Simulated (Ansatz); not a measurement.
**MoS2 under changes of volume**

One of the cells (17.750 Å³/atom); the others are scaled copies at fixed shape and fractional positions:

```
CELL_PARAMETERS angstrom
1.58550 0.91539 6.11500
-1.58550 0.91539 6.11500
0.00000 -1.83078 6.11500
ATOMIC_POSITIONS crystal
Mo 0.00000 0.00000 0.00000
S 0.25000 0.25000 0.25000
S 0.75000 0.75000 0.75000
```

Measurements of this composition are mostly on another form, of space group No. 194.

| Item | Value |
| --- | --- |
| Program | Ansatz 0.2.0 |
| Functional | LDA |
| Potentials or basis | Ansatz PAW |
| Cutoff | 420 eV (not typed: the program's choice for these potentials) |
| k mesh | 10 × 10 × 10 |
| Occupations | fermi-dirac, width 0.05 eV |
| Spin | no spin polarisation |

```csv
volume (Å³/atom),energy over the lowest point (meV/atom),pressure (GPa),largest force (eV/Å)
16.685,34.62,10.9,1.766
17.040,14.93,6.9,1.339
17.395,3.68,3.3,0.943
17.750,0.00,0.1,0.576
18.105,?,?,?
18.460,12.39,-5.4,0.080
18.815,27.13,-7.8,0.373
```

Question: What does the run at 18.105 Å³/atom give?

Answer: Energy over the lowest point 3.13 meV/atom; pressure -2.8 GPa; largest force 0.236 eV/Å.

Worked out: A Birch-Murnaghan fit of order 3 (a polynomial in V^(-2/3)) to the other rows has its minimum at 17.76 Å³/atom with B0 = V·E''(V) = 153 GPa and B' = 4.4 at fixed shape and positions, which overstates the stiffness. It gives 3.14 meV/atom at 18.105 Å³/atom, against the run's 3.13, and -dE/dV = -2.8 GPa, against -2.8.

Energies are extrapolated to zero smearing.

Caveats: the cell's inner coordinates are idealised or old, which leaves forces on the atoms; the PAW data sets come from PBE, with cores solved anew for the run's functional, which leaves a small shift of forces and pressure.
